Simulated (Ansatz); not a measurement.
These are results of DFT PBE, scalar-relativistic, plane waves, PAW in Ansatz 0.2.0, not measurements. All cells share a 420 eV cutoff and Γ-centred k meshes spaced at most about 0.3 Å⁻¹ (about 0.25 or finer for metals, 2π included). Collinear spin in cells that started with moments and kept them past the coarse steps, no spin elsewhere.

Temperature and zero-point effects are left out. Lower structures may exist.

Question: Order these relaxed structures of MnSi by energy, lowest first, with the energy over the lowest of them.
A.

```
Mn Si
1.0
     4.51758    0.00000    0.00000
     0.00000    4.51758    0.00000
     0.00000    0.00000    4.51758
Mn Si
4 4
Direct
  0.13644 0.13644 0.13644
  0.36356 0.86356 0.63644
  0.63644 0.36356 0.86356
  0.86356 0.63644 0.36356
  0.84529 0.84529 0.84529
  0.65471 0.15471 0.34529
  0.34529 0.65471 0.15471
  0.15471 0.34529 0.65471
```

B.

```
Mn Si
1.0
     3.66837    0.00000    0.00000
    -1.83419    3.17690    0.00000
     0.00000    0.00000    4.89425
Mn Si
2 2
Direct
  0.33333 0.66667 0.75000
  0.66667 0.33333 0.25000
  0.00000 0.00000 0.00000
  0.00000 0.00000 0.50000
```

C.

```
Mn Si
1.0
     0.00000    2.42305    2.42305
     2.42305    0.00000    2.42305
     2.42305    2.42305    0.00000
Mn Si
1 1
Direct
  0.00000 0.00000 0.00000
  0.50000 0.50000 0.50000
```

Answer: A (0 meV/atom), B (491 meV/atom), C (610 meV/atom). Forms: A FeSi (B20) type, P2_13, moments up to 1.0 μB; B anti-nickel arsenide type, P6_3/mmc, moments up to 2.6 μB; C rock salt type, Fm-3m, moments up to 2.5 μB. Counting Si atoms around Mn (those within 1.25 times the shortest such distance or 1.15 times the sum of covalent radii): A has Mn 7; B has Mn 6; C has Mn 6. B holds Si–Si chains (shortest 2.45 Å) (bonds between like non-metal atoms; other contacts aren't counted).

The magnetic state reached may not be the lowest. The P2_13 cell at 11.5 Å³/atom was relaxed from a cell as deposited in COD. With atoms moved at random, P2_13 came back. Other cells relaxed within their symmetry can be saddle points. Some structure types and database cells were kept out of the candidates from the start, so a known form may be missing.
